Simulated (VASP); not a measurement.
# CdSe (P6_3mc) in VASP: band structure with PBE

Aim: the band structure of CdSe with PBE.

Program: VASP 6.6.1. These are calculated values, not measurements. Logs are shortened: lines on timing, memory, paths and dates and some standing lists are left out, and cuts for length are marked.

**What was measured.**

A printed reference work, data compilation reports, for a bulk crystal of CdSe at 2 K: band gap 1.841 eV.

The results are compared with them further down.

**1. The structure**

It takes space group P6_3mc (No. 186, hexagonal). The conventional cell has a = 4.391 Å, b = 4.391 Å, c = 7.168 Å, α = 90.00°, β = 90.00°, γ = 120.00°. Cd (site symmetry 3m) is surrounded by 4 Se at 2.69 Å. Se (site symmetry 3m) is surrounded by 4 Cd at 2.69 Å.

**2. Band structure, PBE**

POSCAR reads:

```
CdSe                                    
1.0
    4.3909971916      0.0000000000      0.0000000000
   -2.1954985958      3.8027151199      0.0000000000
    0.0000000000      0.0000000000      7.1677973207
  Cd              Se            
     2     2
Direct
     0.3333333300000021    0.6666666699999979    0.0046324790916046
     0.6666666699999979    0.3333333300000021    0.5046324790916046
     0.3333333300000021    0.6666666699999979    0.3803675209083934
     0.6666666699999979    0.3333333300000021    0.8803675209083934
```

INCAR.step1 reads:

```
  PREC = Accurate
  ENCUT = 520
  EDIFF = 1E-7
  ISMEAR = 0
  SIGMA = 0.02
  LREAL = False
  LASPH = True
  NELM = 60
  ALGO = Normal
  ISIF = 2
  LWAVE = False
  LCHARG = True
  GGA = PE
  NBANDS = 26
```

KPOINTS.step1 reads:

```
Automatic mesh
0
Gamma
  12 12 6
```

INCAR.step2 reads:

```
  PREC = Accurate
  ENCUT = 520
  EDIFF = 1E-7
  ISMEAR = 0
  SIGMA = 0.05
  LREAL = False
  LASPH = True
  NELM = 60
  ALGO = Normal
  ISIF = 2
  LWAVE = False
  LCHARG = False
  GGA = PE
  NBANDS = 26
  ICHARG = 11
```

KPOINTS.step2 reads:

```
path GMKGALHA,LM,KH
15
line-mode
reciprocal
 0.0000000000  0.0000000000  0.0000000000  G
 0.5000000000  0.0000000000  0.0000000000  M

 0.5000000000  0.0000000000  0.0000000000  M
 0.3333333333  0.3333333333  0.0000000000  K

 0.3333333333  0.3333333333  0.0000000000  K
 0.0000000000  0.0000000000  0.0000000000  G

 0.0000000000  0.0000000000  0.0000000000  G
 0.0000000000  0.0000000000  0.5000000000  A

 0.0000000000  0.0000000000  0.5000000000  A
 0.5000000000  0.0000000000  0.5000000000  L

 0.5000000000  0.0000000000  0.5000000000  L
 0.3333333333  0.3333333333  0.5000000000  H

 0.3333333333  0.3333333333  0.5000000000  H
 0.0000000000  0.0000000000  0.5000000000  A

 0.5000000000  0.0000000000  0.5000000000  L
 0.5000000000  0.0000000000  0.0000000000  M

 0.3333333333  0.3333333333  0.0000000000  K
 0.3333333333  0.3333333333  0.5000000000  H
```

Potentials or basis: VASP PAW PBE potentials, release 64 (Cd, Se).

Command:

```sh
cat potpaw_PBE.64/Cd/POTCAR potpaw_PBE.64/Se/POTCAR > POTCAR
cp INCAR.step1 INCAR
cp KPOINTS.step1 KPOINTS
mpirun -np 1 vasp_std > vasp.out
cp INCAR.step2 INCAR
cp KPOINTS.step2 KPOINTS
mpirun -np 1 vasp_std > vasp.out
```

OUTCAR:

```text
PREC = Accurate
   ENCUT = 520
   EDIFF = 1E-7
   ISMEAR = 0
   LREAL = False
   LASPH = True
   NELM = 60
   ISIF = 2
   GGA = PE
   ICHARG = 11

 ion  position               nearest neighbor table
   1  0.333  0.667  0.005-   4 2.69   4 2.69   4 2.69   3 2.69
   2  0.667  0.333  0.505-   3 2.69   3 2.69   3 2.69   4 2.69
   3  0.333  0.667  0.380-   2 2.69   2 2.69   2 2.69   1 2.69
   4  0.667  0.333  0.880-   1 2.69   1 2.69   1 2.69   2 2.69

  LATTYP: Found a hexagonal cell.
 ALAT       =     4.3909971916
 C/A-ratio  =     1.6323848565

  Lattice vectors:

 A1 = (   4.3909971916,   0.0000000000,   0.0000000000)
 A2 = (  -2.1954985958,   3.8027151199,   0.0000000000)
 A3 = (   0.0000000000,   0.0000000000,   7.1677973207)

Analysis of symmetry for initial positions (statically):
=====================================================================
 Subroutine PRICEL returns:
 Original cell was already a primitive cell.

 Routine SETGRP: Setting up the symmetry group for a
 hexagonal supercell.

 Subroutine GETGRP returns: Found 12 space group operations
 (whereof  6 operations were pure point group operations)
 out of a pool of 24 trial point group operations.

The static configuration has the point symmetry C_3v.
 The point group associated with its full space group is C_6v.

Analysis of symmetry for dynamics (positions and initial velocities):
=====================================================================
 Subroutine PRICEL returns:
 Original cell was already a primitive cell.

 Routine SETGRP: Setting up the symmetry group for a
 hexagonal supercell.

 Subroutine GETGRP returns: Found 12 space group operations
 (whereof  6 operations were pure point group operations)
 out of a pool of 24 trial point group operations.

The dynamic configuration has the point symmetry C_3v.
 The point group associated with its full space group is C_6v.

 Subroutine INISYM returns: Found 12 space group operations
 (whereof  6 operations are pure point group operations),
 and found     1 'primitive' translations

----------------------------------------------------------------------------------------

                                     Primitive cell

  volume of cell :     119.6858

  direct lattice vectors                    reciprocal lattice vectors
     4.390997192  0.000000000  0.000000000     0.227738702  0.131485001  0.000000000
    -2.195498596  3.802715120  0.000000000     0.000000000  0.262970001  0.000000000
     0.000000000  0.000000000  7.167797321     0.000000000  0.000000000  0.139512873

  length of vectors
     4.390997192  4.390997195  7.167797321     0.262970002  0.262970001  0.139512873

  position of ions in fractional coordinates (direct lattice)
     0.333333330  0.666666670  0.004632479
     0.666666670  0.333333330  0.504632479
     0.333333330  0.666666670  0.380367521
     0.666666670  0.333333330  0.880367521

  ion indices of the primitive-cell ions
   primitive index   ion index
                 1           1
                 2           2
                 3           3
                 4           4

----------------------------------------------------------------------------------------

 KPOINTS: path GMKGALHA,LM,KH

Interpolating k-points between supplied coordinates.

 Line segments in fractional coordinates (reciprocal lattice):
    0.000000  0.000000  0.000000  ...  0.500000  0.000000  0.000000
    0.500000  0.000000  0.000000  ...  0.333333  0.333333  0.000000
    0.333333  0.333333  0.000000  ...  0.000000  0.000000  0.000000
    0.000000  0.000000  0.000000  ...  0.000000  0.000000  0.500000
    0.000000  0.000000  0.500000  ...  0.500000  0.000000  0.500000
    0.500000  0.000000  0.500000  ...  0.333333  0.333333  0.500000
    0.333333  0.333333  0.500000  ...  0.000000  0.000000  0.500000
    0.500000  0.000000  0.500000  ...  0.500000  0.000000  0.000000
    0.333333  0.333333  0.000000  ...  0.333333  0.333333  0.500000

 Generated    15 points on each line segment, for a total of    135 k-points:

 Following reciprocal coordinates:
            Coordinates               Weight
  0.000000  0.000000  0.000000      0.007407
  0.035714  0.000000  0.000000      0.007407
  0.071429  0.000000  0.000000      0.007407
  0.107143  0.000000  0.000000      0.007407
  0.142857  0.000000  0.000000      0.007407
  0.178571  0.000000  0.000000      0.007407
[... 16 lines left out ...]
  0.416667  0.166667  0.000000      0.007407
  0.404762  0.190476  0.000000      0.007407
 [... further k-points ...]
   k-points           NKPTS =    135   k-points in BZ     NKDIM =    135   number of bands    NBANDS=     26
   number of dos      NEDOS =    301   number of ions     NIONS =      4
   total plane-waves  NPLWV =  69984
   dimension x,y,z NGX =    36 NGY =   36 NGZ =   54
   dimension x,y,z NGXF=    72 NGYF=   72 NGZF=  108
   ions per type =               2   2
   NGX,Y,Z   is equivalent  to a cutoff of  13.63, 13.63, 12.52 a.u.
   NGXF,Y,Z  is equivalent  to a cutoff of  27.26, 27.26, 25.05 a.u.
 SYSTEM =  unknown system
   PREC   = accura    normal or accurate (medium, high low for compatibility)
   ISTART =      0    job   : 0-new  1-cont  2-samecut
   ICHARG =     11    charge: 1-file 2-atom 10-const
   ISPIN  =      1    spin polarized calculation?
   LNONCOLLINEAR =      F non collinear calculations
   LSORBIT =      F    spin-orbit coupling
   LASPH  =      T    aspherical Exc in radial PAW
   ENCUT  =  520.0 eV  38.22 Ry    6.18 a.u.   8.16  8.16 13.33*2*pi/ulx,y,z
   NELM   =     60;   NELMIN=  2; NELMDL=  0     # of ELM steps
   EDIFF  = 0.1E-06   stopping-criterion for ELM
   LREAL  =      F    real-space projection
   EDIFFG = 0.1E-05   stopping-criterion for IOM
   NSW    =      0    number of steps for IOM
   IBRION =     -1    ionic relax: 0-MD 1-quasi-New 2-CG
   NFREE  =      0    steps in history (QN), initial steepest desc. (CG)
   ISIF   =      2    stress and relaxation
   ISYM   =      2    0-nonsym 1-usesym 2-fastsym
   POTIM  = 0.5000    time-step for ionic-motion
   TEBEG  =    0.0;   TEEND  =   0.0 temperature during run
   PSTRESS=    0.0 pullay stress
   NELECT =      36.0000    total number of electrons
   NUPDOWN=      -1.0000    fix difference up-down
   EMIN   =  10.00;   EMAX   =-10.00  energy-range for DOS
   EFERMI =   0.00;   METHOD = LEGACY
   ISMEAR =     0;   SIGMA  =   0.05  broadening in eV -4-tet -1-fermi 0-gaus
   EFERMI_NEDOS =   21; number of points for ismear=-14 and -15
   IALGO  =     38    algorithm
   IMIX   =      4    mixing-type and parameters
     AMIX     =   0.40;   BMIX     =  1.00
     AMIX_MAG =   1.60;   BMIX_MAG =  1.00
  volume/ion in A,a.u.               =      29.92       201.92
  Fermi-wavevector in a.u.,A,eV,Ry     =   1.096886  2.072814 16.369967  1.203159
  Thomas-Fermi vector in A             =   2.233236
   LORBIT       =      0    0 simple, 1 ext, 2 COOP (PROOUT), +10 PAW based schemes
   GGA     = PE    functional components
   LHFCALC =     F    Hartree Fock is set to
   AEXX    =    0.0000 exact exchange contribution
   IVDW    =     0    specifies the selected vdW correction
   LEPSILON=     F    determine dielectric tensor
   LRPA    =     F    only Hartree local field effects (RPA)
 non-spin polarized calculation
 Gauss-broadening in eV      SIGMA  =   0.05
  energy-cutoff  :      520.00
  volume of cell :      119.69
 maximum number of plane-waves:      3252
 NGX is ok and might be reduce to    36

 number of electron      36.0000005 magnetization

 Free energy of the ion-electron system (eV)
  ---------------------------------------------------
  ext. energy  EPLUGINS =         0.00000000
  ---------------------------------------------------
  free energy    TOTEN  =       -10.27423989 eV

  energy without entropy =      -10.27423989  energy(sigma->0) =      -10.27423989

 E-fermi :   0.6983     XC(G=0):  -8.6018

 val. band max:        0.4747962095   @ k =   0.0000   0.0000   0.0000
 cond. band min:       1.0041462190   @ k =   0.0000   0.0000   0.0000
 fundamental gap:      0.5293500095
 Fermi energy:         0.6982912489

 k-point     1 :       0.0000    0.0000    0.0000
  band No.  band energies     occupation
      1     -11.7981      2.00000
      2     -11.4736      2.00000
      3      -7.2673      2.00000
      4      -7.2620      2.00000
      5      -7.2620      2.00000
      6      -7.2050      2.00000
[... 18 lines left out ...]
     25       7.4239      0.00000
     26       7.9515      0.00000

 k-point     2 :       0.0357    0.0000    0.0000
  band No.  band energies     occupation
      1     -11.7946      2.00000
      2     -11.4719      2.00000
      3      -7.2666      2.00000
      4      -7.2607      2.00000
      5      -7.2588      2.00000
      6      -7.2035      2.00000
[... 18 lines left out ...]
     25       7.4526      0.00000
     26       7.9295      0.00000

 k-point     3 :       0.0714    0.0000    0.0000
  band No.  band energies     occupation
      1     -11.7842      2.00000
      2     -11.4671      2.00000
      3      -7.2637      2.00000
      4      -7.2570      2.00000
      5      -7.2502      2.00000
      6      -7.1990      2.00000
[... 18 lines left out ...]
     25       7.5375      0.00000
     26       7.8673      0.00000

 k-point     4 :       0.1071    0.0000    0.0000
  band No.  band energies     occupation
      1     -11.7674      2.00000
      2     -11.4594      2.00000
      3      -7.2583      2.00000
      4      -7.2511      2.00000
      5      -7.2365      2.00000
      6      -7.1915      2.00000
[... 18 lines left out ...]
     25       7.6747      0.00000
     26       7.7747      0.00000
[... 496 lines left out ...]
      1     -11.4596      2.00000
      2     -11.3766      2.00000
      3      -7.1997      2.00000
      4      -7.1704      2.00000
      5      -7.0764      2.00000
      6      -7.0655      2.00000
[... 18 lines left out ...]
     25       8.4117      0.00000
     26       9.4170      0.00000

 k-point    23 :       0.4167    0.1667    0.0000
  band No.  band energies     occupation
      1     -11.4533      2.00000
      2     -11.3775      2.00000
      3      -7.2022      2.00000
      4      -7.1633      2.00000
      5      -7.0777      2.00000
      6      -7.0673      2.00000
[... 18 lines left out ...]
     25       8.4620      0.00000
     26       9.2934      0.00000

 k-point    24 :       0.4048    0.1905    0.0000
  band No.  band energies     occupation
      1     -11.4465      2.00000
      2     -11.3789      2.00000
      3      -7.2046      2.00000
      4      -7.1556      2.00000
      5      -7.0797      2.00000
      6      -7.0686      2.00000
[... 18 lines left out ...]
     25       8.4780      0.00000
     26       9.0517      0.00000

 [... further k-points ...]

------------------------ aborting loop because EDIFF is reached ----------------------------------------

  FORCE on cell =-STRESS in cart. coord.  units (eV):
  Direction    XX          YY          ZZ          XY          YZ          ZX
  --------------------------------------------------------------------------------------
  -------------------------------------------------------------------------------------
  Total        1.9263860      1.9263860      0.6758430      0.0000000      0.0000000      0.0000000
  in kB       25.7876185     25.7876185      9.0471907      0.0000000      0.0000000      0.0000000
  external PRESSURE =      20.2074759 kB  Pullay stress =       0.0000000 kB

 VOLUME and BASIS-vectors are now :
 -----------------------------------------------------------------------------
  energy-cutoff  :      520.00
  volume of cell :      119.69
      direct lattice vectors                 reciprocal lattice vectors
     4.390997192  0.000000000  0.000000000     0.227738702  0.131485001  0.000000000
    -2.195498596  3.802715120  0.000000000     0.000000000  0.262970001  0.000000000
     0.000000000  0.000000000  7.167797321     0.000000000  0.000000000  0.139512873

 POSITION                                       TOTAL-FORCE (eV/Angst)
 -----------------------------------------------------------------------------------
     -0.00000      2.53514      0.03320        -0.000000      0.000000      0.205046
      2.19550      1.26757      3.61710         0.000000     -0.000000      0.205046
     -0.00000      2.53514      2.72640         0.000000      0.000000     -0.205046
      2.19550      1.26757      6.31030         0.000000      0.000000     -0.205046
 -----------------------------------------------------------------------------------
    total drift:                               -0.000013      0.000008     -0.053221

  FREE ENERGIE OF THE ION-ELECTRON SYSTEM (eV)
  ---------------------------------------------------
  free  energy   TOTEN  =       -10.2742398919 eV

  energy  without entropy=      -10.2742398919  energy(sigma->0) =      -10.27423989
```

Run time: 3.7 min. Hardware: 1 thread of Intel Xeon Platinum 8488C (Sapphire Rapids), shared host; peak memory 0.5 GiB.

What came out:

```
Band gap on the k mesh  : 0.53 eV, direct
Band gap along the path : 0.53 eV, direct
```

Levels at the corners of the path, in eV from the valence-band top:
| point | band 16 | band 17 | band 18 | band 19 | band 20 | band 21 |
| --- | --- | --- | --- | --- | --- | --- |
| Γ | -0.04 | 0.00 | 0.00 | 0.53 | 2.14 | 5.85 |
| M | -1.66 | -1.19 | -0.67 | 3.08 | 3.33 | 4.78 |
| M | -1.66 | -1.19 | -0.67 | 3.08 | 3.33 | 4.78 |
| K | -1.68 | -1.68 | -1.51 | 4.35 | 4.53 | 4.53 |
| K | -1.68 | -1.68 | -1.51 | 4.35 | 4.53 | 4.53 |
| Γ | -0.04 | 0.00 | 0.00 | 0.53 | 2.14 | 5.85 |
| Γ | -0.04 | 0.00 | 0.00 | 0.53 | 2.14 | 5.85 |
| A | -0.35 | -0.35 | -0.35 | 2.25 | 2.25 | 5.75 |
| A | -0.35 | -0.35 | -0.35 | 2.25 | 2.25 | 5.75 |
| L | -1.23 | -1.20 | -1.20 | 2.89 | 2.89 | 4.83 |
| L | -1.23 | -1.20 | -1.20 | 2.89 | 2.89 | 4.83 |
| H | -2.19 | -1.00 | -1.00 | 3.64 | 3.64 | 5.81 |
| H | -2.19 | -1.00 | -1.00 | 3.64 | 3.64 | 5.81 |
| A | -0.35 | -0.35 | -0.35 | 2.25 | 2.25 | 5.75 |
| L | -1.23 | -1.20 | -1.20 | 2.89 | 2.89 | 4.83 |
| M | -1.66 | -1.19 | -0.67 | 3.08 | 3.33 | 4.78 |
| K | -1.68 | -1.68 | -1.51 | 4.35 | 4.53 | 4.53 |
| H | -2.19 | -1.00 | -1.00 | 3.64 | 3.64 | 5.81 |

Caveat: the log is that of the step along the path at fixed density, whose energy, stress, charges and moments have no meaning.

**3. Comparison with measurements**

Step 2. Measured gap of CdSe: 1.841 eV (2 K; a printed reference work, data compilation). This calculation gives 0.53 eV (-1.31 eV). So large a miss can be the level of theory's own, or it may mean another phase, state or a wrong row. Spin-orbit coupling on Cd, Se is left out. The value is that of PBE, without temperature or zero-point motion. Semilocal functionals fall short of measured gaps as a rule.
